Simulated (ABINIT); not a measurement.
# Ag (Fm-3m) in ABINIT: further runs, part 2 of 2

ABINIT 10.8.3 (patched build). Earlier steps stand in the parts before.

## (3) Relaxation of cell and atoms, PBE, target pressure 5 GPa, at which the enthalpy is minimised

File run.abi:

```
# Pseudopotentials
pp_dirpath "./"
pseudos "Ag.GGA_PBE-JTH.xml"

# Structure
acell 5.4592009917 5.4592009917 5.4592009917
rprim
     0.0000000000     0.7071067812     0.7071067812
     0.7071067812     0.0000000000     0.7071067812
     0.7071067812     0.7071067812     0.0000000000
ntypat 1
znucl 47
natom 1
typat 1
xcart
     0.0000000000     0.0000000000     0.0000000000
chkprim 0
chksymtnons 0
tolsym 1.0e-6

# Plane-wave basis
ecut 462.593566 eV
pawecutdg 34.0
pawxcdev 0

# k points
kptopt 1
ngkpt 11 11 11
nshiftk 1
shiftk 0.0 0.0 0.0

# Exchange and correlation
ixc 11

# Bands and occupations
nband 10
occopt 3
tsmear 0.00183747

# SCF cycle
nstep 100
tolvrs 1.0e-9

# Output
iomode 3
prtwf 0
prtden 0
prteig 0
prtebands 0
enunit 1

# Relaxation
ionmov 2
ntime 60
tolmxf 0.0005
optcell 2
dilatmx 1.08
ecutsm 0.5
strtarget 3*-1.699465e-04 3*0.0
```

Potentials or basis: JTH PAW PBE v2.0.

Run with:

```
abinit run.abi > log 2>&1
```

Wall time 26 s (1 thread of Intel Xeon Platinum 8259CL at 2.50GHz (Skylake/Cascade Lake), shared host); peak memory 0.1 GiB.

It converged, with:

| Property | Result |
| --- | --- |
| Free energy | -1040.0262 eV |
| Relaxed volume | 16.99 Å³/atom |
| Relaxed cell | a = 2.886 Å, b = 2.886 Å, c = 2.886 Å, α = 60.00°, β = 60.00°, γ = 60.00° |
| Space group after relaxing (to 0.05 Å) | Fm-3m (No. 225) |
| Energy change on relaxing (the enthalpy is what falls) | +1.7 meV/atom |
| Ionic steps | 3 |
| Pressure after relaxing | 5.0 GPa |
| Band gap on the k mesh | none (metal or under the smearing width) |
| Valence electrons inside the program's atomic spheres | Ag 9.82 (radii [1.331] Å) |

The path:
```tsv
step	energy change (eV)	largest force (eV/Å)	pressure (GPa)	volume (Å³)
1	0.0000	0.0000	4.61	17.05
2	0.0006	0.0000	4.75	17.03
3	0.0017	0.0000	5.00	16.99
```

Final structure:
```xyz
1
Lattice="0.0000 2.0405 2.0405 2.0405 0.0000 2.0405 2.0405 2.0405 0.0000" Properties=species:S:1:pos:R:3 pbc="T T T"
Ag    0.0000    0.0000    0.0000
```

Levels at points of the mesh, in eV from the Fermi level:
| k point | band 4 | band 5 | band 6 | band 7 | band 8 | band 9 |
| --- | --- | --- | --- | --- | --- | --- |
| (0.00, 0.00, 0.00) | -5.07 | -4.03 | -4.03 | 16.46 | 19.90 | 19.90 |

## (4) Relaxation of cell and atoms, PBE, target pressure 10 GPa, at which the enthalpy is minimised

run.abi: that of step 3 with these lines changed.

```diff
@@ -58,2 +58,2 @@
 ecutsm 0.5
-strtarget 3*-1.699465e-04 3*0.0
+strtarget 3*-3.398931e-04 3*0.0
```

Potentials or basis: JTH PAW PBE v2.0.

Run with:

```
abinit run.abi > log 2>&1
```

run.abo:

```text
.Version 10.8.3 of ABINIT
 Symmetries : space group Fm -3 m (#225); Bravais cF (face-center cubic)
================================================================================
 Values of the parameters that define the memory need of the present run
     intxc =       0    ionmov =       2      iscf =      17    lmnmax =      18
     lnmax =       6     mgfft =      24  mpssoang =       3    mqgrid =    3001
     natom =       1  nloc_mem =       2    nspden =       1   nspinor =       1
    nsppol =       1      nsym =      48    n1xccc =       1    ntypat =       1
    occopt =       3   xclevel =       2
       mpw =         507          nfft =       13824          nkpt =          56
 PAW method is used; the additional fine FFT grid is defined by:
   mgfftf=        32    nfftf =     32768
================================================================================
================================================================================

--------------------------------------------------------------------------------
------------- Echo of variables that govern the present computation ------------
[... 530 lines left out ...]
  sigma(2 2)= -3.39403534E-04  sigma(3 1)=  0.00000000E+00
  sigma(3 3)= -3.39403534E-04  sigma(2 1)=  0.00000000E+00

-Cartesian components of stress tensor (GPa)         [Pressure=  9.9856E+00 GPa]
- sigma(1 1)= -9.98559672E+00  sigma(3 2)=  0.00000000E+00
- sigma(2 2)= -9.98559672E+00  sigma(3 1)=  0.00000000E+00
- sigma(3 3)= -9.98559672E+00  sigma(2 1)=  0.00000000E+00

== END DATASET(S) ==============================================================
================================================================================

 -outvars: echo values of variables after computation  --------
            acell      5.3849453396E+00  5.3849453396E+00  5.3849453396E+00 Bohr
           etotal     -3.8219191303E+01
            fcart     -0.0000000000E+00 -0.0000000000E+00 -0.0000000000E+00
            rprim      0.0000000000E+00  7.0710678119E-01  7.0710678119E-01
                       7.0710678119E-01  0.0000000000E+00  7.0710678119E-01
                       7.0710678119E-01  7.0710678119E-01  0.0000000000E+00
           strten     -3.3940353404E-04 -3.3940353404E-04 -3.3940353404E-04
                       0.0000000000E+00  0.0000000000E+00  0.0000000000E+00
 Calculation completed.
```

Wall time 33 s (1 thread of Intel Xeon Platinum 8259CL at 2.50GHz (Skylake/Cascade Lake), shared host); peak memory 0.11 GiB.

What came out:

- Free energy: -1039.9972 eV
- Relaxed volume: 16.36 Å³/atom
- Relaxed cell: a = 2.850 Å, b = 2.850 Å, c = 2.850 Å, α = 60.00°, β = 60.00°, γ = 60.00°
- Space group after relaxing (to 0.05 Å): Fm-3m (No. 225)
- Energy change on relaxing (the enthalpy is what falls): +30.7 meV/atom
- Ionic steps: 4
- Pressure after relaxing: 10.0 GPa
- Band gap on the k mesh: none (metal or under the smearing width)
- Valence electrons inside the program's atomic spheres: Ag 9.87 (radii [1.331] Å)

The path:
```csv
step,energy change (eV),largest force (eV/Å),pressure (GPa),volume (Å³)
1,0.0000,0.0000,4.61,17.05
2,0.0098,0.0000,6.63,16.77
3,0.0329,0.0000,10.30,16.33
4,0.0307,0.0000,9.99,16.36
```

Final structure:
```
CELL_PARAMETERS angstrom
0.00000 2.01496 2.01496
2.01496 0.00000 2.01496
2.01496 2.01496 0.00000
ATOMIC_POSITIONS crystal
Ag 0.00000 0.00000 0.00000
```

## (5) Relaxation of cell and atoms, PBE, target pressure 20 GPa, at which the enthalpy is minimised

run.abi: that of step 4 with these lines changed.

```diff
@@ -58,2 +58,2 @@
 ecutsm 0.5
-strtarget 3*-3.398931e-04 3*0.0
+strtarget 3*-6.797862e-04 3*0.0
```

Run with:

```
abinit run.abi > log 2>&1
```

Run time: 39 s. Hardware: 1 thread of Intel Xeon Platinum 8259CL at 2.50GHz (Skylake/Cascade Lake), shared host; peak memory 0.1 GiB.

It converged, with:

* Free energy: -1039.9118 eV
* Relaxed volume: 15.43 Å³/atom
* Relaxed cell: a = 2.794 Å, b = 2.794 Å, c = 2.794 Å, α = 60.00°, β = 60.00°, γ = 60.00°
* Space group after relaxing (to 0.05 Å): Fm-3m (No. 225)
* Energy change on relaxing (the enthalpy is what falls): +116.1 meV/atom
* Ionic steps: 5
* Pressure after relaxing: 20.0 GPa
* Band gap on the k mesh: none (metal or under the smearing width)
* Valence electrons inside the program's atomic spheres: Ag 9.94 (radii [1.331] Å)

Step by step:
| step | energy change (eV) | largest force (eV/Å) | pressure (GPa) | volume (Å³) |
| --- | --- | --- | --- | --- |
| 1 | 0.0000 | 0.0000 | 4.61 | 17.05 |
| 2 | 0.0375 | 0.0000 | 10.94 | 16.26 |
| 3 | 0.1355 | 0.0000 | 21.95 | 15.28 |
| 4 | 0.1145 | 0.0000 | 19.83 | 15.44 |
| 5 | 0.1161 | 0.0000 | 20.00 | 15.43 |

Final structure:
```
CELL_PARAMETERS angstrom
0.00000 1.97596 1.97596
1.97596 0.00000 1.97596
1.97596 1.97596 0.00000
ATOMIC_POSITIONS crystal
Ag 0.00000 0.00000 0.00000
```

Levels at points of the mesh, in eV from the Fermi level:
```csv
k point,band 3,band 4,band 5,band 6,band 7,band 8,band 9,band 10
"(0.00, 0.00, 0.00)",-5.40,-5.40,-4.16,-4.16,16.84,20.87,20.87,20.87
```

## (6) Relaxation of cell and atoms, PBE, target pressure 30 GPa, at which the enthalpy is minimised

run.abi: that of step 5 with these lines changed.

```diff
@@ -58,2 +58,2 @@
 ecutsm 0.5
-strtarget 3*-6.797862e-04 3*0.0
+strtarget 3*-1.019679e-03 3*0.0
```

Potentials or basis: JTH PAW PBE v2.0.

Run with:

```
abinit run.abi > log 2>&1
```

It took 41 s on 1 thread of Intel Xeon Platinum 8259CL at 2.50GHz (Skylake/Cascade Lake), shared host; peak memory 0.11 GiB.

Results (log left out):

```
Free energy                                            : -1039.8059 eV
Relaxed volume                                         : 14.75 Å³/atom
Relaxed cell                                           : a = 2.752 Å, b = 2.752 Å, c = 2.752 Å, α = 60.00°, β = 60.00°, γ = 60.00°
Space group after relaxing (to 0.05 Å)                 : Fm-3m (No. 225)
Energy change on relaxing (the enthalpy is what falls) : +222.0 meV/atom
Ionic steps                                            : 5
Pressure after relaxing                                : 30.0 GPa
Band gap on the k mesh                                 : none (metal or under the smearing width)
Valence electrons inside the program's atomic spheres  : Ag 9.99 (radii [1.331] Å)
```

Step by step:
```tsv
step	energy change (eV)	largest force (eV/Å)	pressure (GPa)	volume (Å³)
1	0.0000	0.0000	4.61	17.05
2	0.0794	0.0000	16.06	15.76
3	0.2714	0.0000	34.29	14.50
4	0.2173	0.0000	29.58	14.77
5	0.2220	0.0000	29.99	14.75
```

Final structure:
```cif
data_structure
_symmetry_space_group_name_H-M 'P 1'
_symmetry_Int_Tables_number 1
_cell_length_a 2.7525
_cell_length_b 2.7525
_cell_length_c 2.7525
_cell_angle_alpha 60.000
_cell_angle_beta 60.000
_cell_angle_gamma 60.000
_cell_volume 14.75
loop_
_atom_site_label
_atom_site_type_symbol
_atom_site_fract_x
_atom_site_fract_y
_atom_site_fract_z
_atom_site_occupancy
Ag1 Ag 0.00000 0.00000 0.00000 1
```

Levels at points of the mesh, in eV from the Fermi level:
| k point | band 2 | band 3 | band 4 | band 5 | band 6 | band 7 | band 8 | band 9 | band 10 |
| --- | --- | --- | --- | --- | --- | --- | --- | --- | --- |
| (0.00, 0.00, 0.00) | -5.58 | -5.58 | -5.58 | -4.24 | -4.24 | 16.99 | 21.31 | 21.31 | 21.31 |

## (7) The runs side by side

```tsv
cell	gap on the mesh (eV)	pressure (GPa)
relaxed	none	0.0
relaxed to 5 GPa	none	5.0
relaxed to 10 GPa	none	10.0
relaxed to 20 GPa	none	20.0
relaxed to 30 GPa	none	30.0
```

Alike in all rows: task relaxation of cell and atoms; level PBE; potentials or basis JTH PAW PBE v2.0; no spin polarisation; k mesh 11 × 11 × 11; cutoff (eV) 463; smearing fermi-dirac 0.05 eV.

Total energies depend on the potentials used, so only differences within one code and one set of settings carry meaning.
